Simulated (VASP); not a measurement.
A VASP 6.6.1 single-point calculation on Ge

INCAR

```
SIGMA = 0.02
LWAVE = .FALSE.
NBANDS = 21
LASPH = .TRUE.
ENCUT = 520
LREAL = .FALSE.
NELM = 120
IBRION = -1
LCHARG = .FALSE.
ISMEAR = -1
ISIF = 2
EDIFF = 1E-7
METAGGA = TPSS
PREC = Accurate
NSW = 0
```

KPOINTS

```
KPOINTS created by Atomic Simulation Environment
0
Gamma
8 8 8
0 0 0
```

POSCAR

```
Ge
 1.0000000000000000
     0.0000000000000000    2.9503484526000001    2.9503484526000001
     2.9503484526000001    0.0000000000000000    2.9503484526000001
     2.9503484526000001    2.9503484526000001    0.0000000000000000
 Ge
   2
Cartesian
  0.0000000000000000  0.0000000000000000  0.0000000000000000
  1.4751742263000001  1.4751742263000001  1.4751742263000001
```

The recommended PBE PAW datasets give the neutral cell 28 valence electrons.

Command

```
mpirun -np 1 vasp_std
```

OSZICAR

```
N       E                     dE             d eps       ncg     rms          rms(c)
DAV:   1     0.171320549468E+03    0.17132E+03   -0.15197E+04  1331   0.358E+03
DAV:   2    -0.590983973077E+00   -0.17191E+03   -0.16682E+03  1223   0.619E+02
DAV:   3    -0.295177942937E+02   -0.28927E+02   -0.28742E+02  1423   0.154E+02
DAV:   4    -0.305411943459E+02   -0.10234E+01   -0.10228E+01  1393   0.344E+01
DAV:   5    -0.305569274378E+02   -0.15733E-01   -0.15733E-01  1398   0.480E+00    0.407E+00
DAV:   6    -0.253990013040E+02    0.51579E+01   -0.75839E+00  1332   0.424E+01    0.201E+00
DAV:   7    -0.254317117576E+02   -0.32710E-01   -0.22298E-01  1679   0.675E+00    0.933E-01
DAV:   8    -0.254383603838E+02   -0.66486E-02   -0.26963E-02  1358   0.129E+00    0.812E-02
DAV:   9    -0.254384394136E+02   -0.79030E-04   -0.16302E-03  1453   0.675E-01    0.461E-02
DAV:  10    -0.254391324339E+02   -0.69302E-03   -0.22714E-03  1306   0.609E-01    0.413E-02
DAV:  11    -0.254390924082E+02    0.40026E-04   -0.27518E-04  1560   0.303E-01    0.739E-03
DAV:  12    -0.254391024667E+02   -0.10058E-04   -0.42499E-05  1312   0.721E-02    0.348E-03
DAV:  13    -0.254391099949E+02   -0.75283E-05   -0.11350E-05  1323   0.226E-02    0.100E-03
DAV:  14    -0.254391103695E+02   -0.37454E-06   -0.36105E-07  1106   0.832E-03    0.538E-04
DAV:  15    -0.254391106293E+02   -0.25983E-06   -0.78104E-08  1032   0.321E-03    0.171E-04
DAV:  16    -0.254391104874E+02    0.14191E-06   -0.46093E-09   734   0.111E-03    0.583E-05
DAV:  17    -0.254391104618E+02    0.25620E-07   -0.85213E-10   619   0.422E-04
   1 F= -.25439110E+02 E0= -.25438994E+02  d E =-.233856E-03
```

Standard output (part)

```
POSCAR found type information on POSCAR Ge
 POSCAR found :  1 types and       2 ions
 LDA part: xc-table for (None), standard interpolation
 POSCAR, INCAR and KPOINTS ok, starting setup
 WAVECAR not read
 entering main loop
```

From OUTCAR

```
k-points           NKPTS =     29   k-points in BZ     NKDIM =     29   number of bands    NBANDS=     21

   NELECT =      28.0000    total number of electrons

   dimension x,y,z NGX =    32 NGY =   32 NGZ =   32
   dimension x,y,z NGXF=    64 NGYF=   64 NGZF=   64

  energy-cutoff  :      520.00
  volume of cell :       51.36
      direct lattice vectors                 reciprocal lattice vectors
     0.000000000  2.950348453  2.950348453    -0.169471508  0.169471508  0.169471508
     2.950348453  0.000000000  2.950348453     0.169471508 -0.169471508  0.169471508
     2.950348453  2.950348453  0.000000000     0.169471508  0.169471508 -0.169471508

 k-points in reciprocal lattice and weights: KPOINTS created by Atomic Simulation Env
   0.00000000  0.00000000  0.00000000       0.002
   0.12500000  0.00000000  0.00000000       0.016
   0.25000000  0.00000000  0.00000000       0.016
   0.37500000  0.00000000  0.00000000       0.016
   0.50000000  0.00000000  0.00000000       0.008
   0.12500000  0.12500000  0.00000000       0.012
   0.25000000  0.12500000  0.00000000       0.047
   0.37500000  0.12500000  0.00000000       0.047
   ...

 E-fermi :   3.7069

 k-point     1 :       0.0000    0.0000    0.0000
  band No.  band energies     occupation
      1     -21.2043      2.00000
      2     -21.2043      2.00000
      3     -21.2043      2.00000
      4     -21.1784      2.00000
      5     -21.1784      2.00000
      6     -21.0263      2.00000
      7     -21.0263      2.00000
      8     -21.0263      2.00000
      9     -21.0210      2.00000
     10     -21.0210      2.00000
     11      -8.2392      2.00000
     12       2.8543      2.00000
     13       3.8434      0.00217
     14       3.8434      0.00217
     15       3.8435      0.00217
     16       6.3871      0.00000
     17       6.3871      0.00000
     18       6.3871      0.00000
     19       9.9771      0.00000
     20      13.0987      0.00000
     21      13.0987      0.00000

 k-point     2 :       0.1250    0.0000    0.0000
  band No.  band energies     occupation
      1     -21.2094      2.00000
      2     -21.2094      2.00000
      3     -21.2019      2.00000
      4     -21.1707      2.00000
      5     -21.1707      2.00000
      6     -21.0360      2.00000
      7     -21.0360      2.00000
      8     -21.0275      2.00000
      9     -21.0114      2.00000
     10     -21.0114      2.00000
     11      -8.0672      2.00000
     12       1.2265      2.00000
     13       3.5567      1.99891
     14       3.5567      1.99891
     15       4.4324      0.00000
     16       6.7810      0.00000
     17       6.7810      0.00000
     18       7.0548      0.00000
     19      10.8433      0.00000
     20      12.3226      0.00000
     21      12.3226      0.00000

 ...

  Total       -2.3058863     -2.3058863     -2.3058863     -0.0000000      0.0000000      0.0000000
  in kB      -71.9280907    -71.9280907    -71.9280907     -0.0000000      0.0000000      0.0000000
  external PRESSURE =     -71.9280907 kB  Pullay stress =       0.0000000 kB

 POSITION                                       TOTAL-FORCE (eV/Angst)
 -----------------------------------------------------------------------------------
      0.00000      0.00000      0.00000        -0.000000     -0.000000     -0.000000
      1.47517      1.47517      1.47517         0.000000      0.000000      0.000000
 -----------------------------------------------------------------------------------
    total drift:                               -0.000000      0.000000      0.000000

  FREE ENERGIE OF THE ION-ELECTRON SYSTEM (eV)
  ---------------------------------------------------
  free  energy   TOTEN  =       -25.4391104618 eV

  energy  without entropy=      -25.4388766058  energy(sigma->0) =      -25.43899353
```

It converged. Results: gap between bands v and c on the k mesh -0.14 eV (bands overlap: a metal); least direct gap on the k mesh 0.00 eV; pressure -7.2 GPa. Band v is the last that the valence electrons fill when counted band by band, and c is the next.

For comparison, a separate PBE run of the intended cell, on usual settings and not on those above, gives a gap of -0.17 eV on its mesh and a pressure of -3.6 GPa.

The run above took about 1.7 min on one core of a shared host (Intel Xeon Platinum 8488C) and held 0.19 GiB at most.
